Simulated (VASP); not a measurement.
# TiAl (Pm-3m) in VASP: a series of runs

Runs on TiAl. Level: PBE. Tasks: single point.

All numbers are computed with VASP 6.6.1; they aren't measurements. Logs are shortened: lines on timing, memory, paths and dates and some standing lists are left out, and cuts for length are marked.

### Step 1. The structure

Symmetry: Pm-3m, No. 221, cubic system. The conventional cell has a = 3.179 Å, b = 3.179 Å, c = 3.179 Å, α = 90.00°, β = 90.00°, γ = 90.00°. Around Ti (site symmetry m-3m) lie 8 Al at 2.75 Å. Al (site symmetry m-3m) is surrounded by 8 Ti at 2.75 Å.

The cell comes from a database or a generator and needn't be the stable form of this composition.

### Step 2. Single point, PBE

INCAR

```
SYSTEM = TiAl
  ADDGRID = .FALSE.
  ALGO = Normal
  EDIFF = 1E-6
  ENCUT = 460
  GGA = PE
  ISIF = 2
  ISMEAR = -1
  LASPH = .TRUE.
  LCHARG = .FALSE.
  LREAL = Auto
  LWAVE = .FALSE.
  NELM = 100
  PREC = Accurate
  SIGMA = 0.1
```

KPOINTS

```
k-points
0
G
  7 7 7
  0 0 0
```

POSCAR

```
TiAl
1.0
    3.1790640000      0.0000000000      0.0000000000
    0.0000000000      3.1790640000      0.0000000000
    0.0000000000      0.0000000000      3.1790640000
Ti Al
1 1
Direct
    0.0000000000      0.0000000000      0.0000000000
    0.5000000000      0.5000000000      0.5000000000
```

Potentials or basis: VASP PAW PBE potentials, release 64 (Ti_sv, Al).

Run with:

```
$ cat potpaw_PBE.64/Ti_sv/POTCAR potpaw_PBE.64/Al/POTCAR > POTCAR
$ mpirun -np 1 vasp_std > vasp.out
```

OUTCAR:

```text
SYSTEM = TiAl
   EDIFF = 1E-6
   ENCUT = 460
   GGA = PE
   ISIF = 2
   ISMEAR = -1
   LASPH = .TRUE.
   LREAL = Auto
   NELM = 100
   PREC = Accurate

 Found     20 irreducible k-points:

 Following reciprocal coordinates:
            Coordinates               Weight
  0.000000  0.000000  0.000000      1.000000
  0.142857  0.000000  0.000000      6.000000
  0.285714  0.000000  0.000000      6.000000
  0.428571  0.000000  0.000000      6.000000
  0.142857  0.142857  0.000000     12.000000
  0.285714  0.142857  0.000000     24.000000
   k-points           NKPTS =     20   k-points in BZ     NKDIM =     20   number of bands    NBANDS=     11
   number of dos      NEDOS =    301   number of ions     NIONS =      2
   total plane-waves  NPLWV =  13824
   dimension x,y,z NGX =    24 NGY =   24 NGZ =   24
   dimension x,y,z NGXF=    48 NGYF=   48 NGZF=   48
   ions per type =               1   1
   NGX,Y,Z   is equivalent  to a cutoff of  12.55, 12.55, 12.55 a.u.
   NGXF,Y,Z  is equivalent  to a cutoff of  25.10, 25.10, 25.10 a.u.
 SYSTEM =  TiAl
   PREC   = accura    normal or accurate (medium, high low for compatibility)
   ISTART =      0    job   : 0-new  1-cont  2-samecut
   ICHARG =      2    charge: 1-file 2-atom 10-const
   ISPIN  =      1    spin polarized calculation?
   LNONCOLLINEAR =      F non collinear calculations
   LSORBIT =      F    spin-orbit coupling
   LASPH  =      T    aspherical Exc in radial PAW
   ENCUT  =  460.0 eV  33.81 Ry    5.81 a.u.   5.56  5.56  5.56*2*pi/ulx,y,z
   NELM   =    100;   NELMIN=  2; NELMDL= -5     # of ELM steps
   EDIFF  = 0.1E-05   stopping-criterion for ELM
   LREAL  =      T    real-space projection
   EDIFFG = 0.1E-04   stopping-criterion for IOM
   NSW    =      0    number of steps for IOM
   IBRION =     -1    ionic relax: 0-MD 1-quasi-New 2-CG
   NFREE  =      0    steps in history (QN), initial steepest desc. (CG)
   ISIF   =      2    stress and relaxation
   ISYM   =      2    0-nonsym 1-usesym 2-fastsym
   POTIM  = 0.5000    time-step for ionic-motion
   TEBEG  =    0.0;   TEEND  =   0.0 temperature during run
   PSTRESS=    0.0 pullay stress
   NELECT =      15.0000    total number of electrons
   NUPDOWN=      -1.0000    fix difference up-down
   EMIN   =  10.00;   EMAX   =-10.00  energy-range for DOS
   EFERMI =   0.00;   METHOD = LEGACY
   ISMEAR =    -1;   SIGMA  =   0.10  broadening in eV -4-tet -1-fermi 0-gaus
   EFERMI_NEDOS =   21; number of points for ismear=-14 and -15
   IALGO  =     38    algorithm
   IMIX   =      4    mixing-type and parameters
     AMIX     =   0.40;   BMIX     =  1.00
     AMIX_MAG =   1.60;   BMIX_MAG =  1.00
  volume/ion in A,a.u.               =      16.06       108.41
  Fermi-wavevector in a.u.,A,eV,Ry     =   1.270007  2.399964 21.945065  1.612917
  Thomas-Fermi vector in A             =   2.403017
   LORBIT       =      0    0 simple, 1 ext, 2 COOP (PROOUT), +10 PAW based schemes
   GGA     = PE    functional components
   LHFCALC =     F    Hartree Fock is set to
   AEXX    =    0.0000 exact exchange contribution
   IVDW    =     0    specifies the selected vdW correction
   LEPSILON=     F    determine dielectric tensor
   LRPA    =     F    only Hartree local field effects (RPA)
 non-spin polarized calculation
  energy-cutoff  :      460.00
  volume of cell :       32.13
 maximum number of plane-waves:       739
 NGX is ok and might be reduce to    24
   NGX = 11   NGY = 11   NGZ = 11

 number of electron      14.9999994 magnetization

 Free energy of the ion-electron system (eV)
  ---------------------------------------------------
  ext. energy  EPLUGINS =         0.00000000
  ---------------------------------------------------
  free energy    TOTEN  =       -12.14763653 eV

  energy without entropy =      -12.07972386  energy(sigma->0) =      -12.11368019

 E-fermi :   8.8013     XC(G=0): -11.0860

 val. band max:        8.7925492614   @ k =   0.2857   0.2857   0.0000
 cond. band min:       8.9402486880   @ k =   0.2857   0.2857   0.1429
 fundamental gap:      0.1476994266
 Fermi energy:         8.8012884622

 k-point     1 :       0.0000    0.0000    0.0000
  band No.  band energies     occupation
      1     -48.1089      2.00000
      2     -24.3122      2.00000
      3     -24.3122      2.00000
      4     -24.3122      2.00000
      5      -0.4975      2.00000
      6       7.3409      2.00000
      7       7.3409      2.00000
      8      10.5882      0.00000
      9      10.5882      0.00000
     10      10.5882      0.00000
     11      13.1912      0.00000

 k-point     2 :       0.1429    0.0000    0.0000
  band No.  band energies     occupation
      1     -48.1061      2.00000
      2     -24.3447      2.00000
      3     -24.3094      2.00000
      4     -24.3094      2.00000
      5      -0.1741      2.00000
      6       7.1273      2.00000
      7       7.4836      2.00000
      8      10.1155      0.00000
      9      10.1155      0.00000
     10      10.6254      0.00000
     11      12.1673      0.00000

 k-point     3 :       0.2857    0.0000    0.0000
  band No.  band energies     occupation
      1     -48.0997      2.00000
      2     -24.4172      2.00000
      3     -24.3030      2.00000
      4     -24.3030      2.00000
      5       0.7600      2.00000
      6       6.0230      2.00000
      7       7.8409      1.99987
      8       9.4098      0.00454
      9       9.4098      0.00454
     10      10.7109      0.00000
     11      11.4787      0.00000

 k-point     4 :       0.4286    0.0000    0.0000
  band No.  band energies     occupation
      1     -48.0946      2.00000
      2     -24.4746      2.00000
      3     -24.2979      2.00000
      4     -24.2979      2.00000
      5       2.1758      2.00000
      6       4.2116      2.00000
      7       8.1770      1.99612
      8       8.9898      0.26360
      9       8.9898      0.26360
     10      10.7813      0.00000
     11      11.6989      0.00000

 k-point     5 :       0.1429    0.1429    0.0000
  band No.  band energies     occupation
      1     -48.1032      2.00000
      2     -24.3432      2.00000
      3     -24.3400      2.00000
      4     -24.3066      2.00000
      5       0.1408      2.00000
      6       7.2049      2.00000
      7       7.3847      2.00000
      8       9.5865      0.00078
      9      10.0245      0.00001
     10      10.3708      0.00000
     11      12.5145      0.00000

 k-point     6 :       0.2857    0.1429    0.0000
  band No.  band energies     occupation
      1     -48.0969      2.00000
      2     -24.4133      2.00000
      3     -24.3344      2.00000
      4     -24.3002      2.00000
      5       1.0466      2.00000
      6       6.2138      2.00000
      7       7.6936      1.99997
      8       9.0428      0.16408
      9       9.4763      0.00234
     10      10.3879      0.00000
     11      11.7183      0.00000

 [... further k-points ...]

------------------------ aborting loop because EDIFF is reached ----------------------------------------

  FORCE on cell =-STRESS in cart. coord.  units (eV):
  Direction    XX          YY          ZZ          XY          YZ          ZX
  --------------------------------------------------------------------------------------
  -------------------------------------------------------------------------------------
  Total        0.1648931      0.1648931      0.1648931      0.0000000      0.0000000     -0.0000000
  in kB        8.2227163      8.2227163      8.2227163      0.0000000      0.0000000     -0.0000000
  external PRESSURE =       8.2227163 kB  Pullay stress =       0.0000000 kB

 VOLUME and BASIS-vectors are now :
 -----------------------------------------------------------------------------
  energy-cutoff  :      460.00
  volume of cell :       32.13
      direct lattice vectors                 reciprocal lattice vectors
     3.179064000  0.000000000  0.000000000     0.314557996  0.000000000  0.000000000
     0.000000000  3.179064000  0.000000000     0.000000000  0.314557996  0.000000000
     0.000000000  0.000000000  3.179064000     0.000000000  0.000000000  0.314557996

 POSITION                                       TOTAL-FORCE (eV/Angst)
 -----------------------------------------------------------------------------------
      0.00000      0.00000      0.00000         0.000000      0.000000      0.000000
      1.58953      1.58953      1.58953         0.000000      0.000000      0.000000
 -----------------------------------------------------------------------------------
    total drift:                                0.000000      0.000000      0.000000

  FREE ENERGIE OF THE ION-ELECTRON SYSTEM (eV)
  ---------------------------------------------------
  free  energy   TOTEN  =       -12.1476365302 eV

  energy  without entropy=      -12.0797238555  energy(sigma->0) =      -12.11368019
```

It took 3.9 s on 1 thread of Intel Xeon 6975P-C (Granite Rapids), shared host; peak memory 0.13 GiB.

These settings aren't checked as converged: the numbers below hold their error.

Results:

```yaml
Free_energy: -12.1476 eV
Pressure: 0.8 GPa
Band_gap_on_the_k_mesh: none (metal or under the smearing width)
```

### Step 3. Single point, PBE

INCAR, as its differences from that of step 2:

```diff
@@ -3,3 +3,3 @@
   ALGO = Normal
-  EDIFF = 1E-6
+  EDIFF = 0.01
   ENCUT = 460
@@ -10,3 +10,3 @@
   LCHARG = .FALSE.
-  LREAL = Auto
+  LREAL = .FALSE.
   LWAVE = .FALSE.
```

KPOINTS is that of step 2.

POSCAR is that of step 2.

Potentials or basis: VASP PAW PBE potentials, release 64 (Ti_sv, Al).

Run with:

```
$ cat potpaw_PBE.64/Ti_sv/POTCAR potpaw_PBE.64/Al/POTCAR > POTCAR
$ mpirun -np 1 vasp_std > vasp.out
```

It took 2 s on 1 thread of Intel Xeon 6975P-C (Granite Rapids), shared host; peak memory 0.13 GiB.

The run converged, but some of its settings lie outside the range that counts as converged, so its numbers aren't taken as properties of the crystal.

What came out:

```yaml
Free_energy: -12.1473 eV
Pressure: 2.3 GPa
Band_gap_on_the_k_mesh: none (metal or under the smearing width)
```

### Step 4. The reference run

An earlier run on the cell as given: functional PBEsol; potentials or basis VASP PAW PBE potentials, release 64 (Ti_sv, Al); cutoff 520 eV; k mesh 8 × 8 × 8; occupations fermi-dirac, width 0.05 eV; no spin polarisation.

* Pressure: -2.3 GPa
* Band gap on the k mesh: none (metal or under the smearing width)
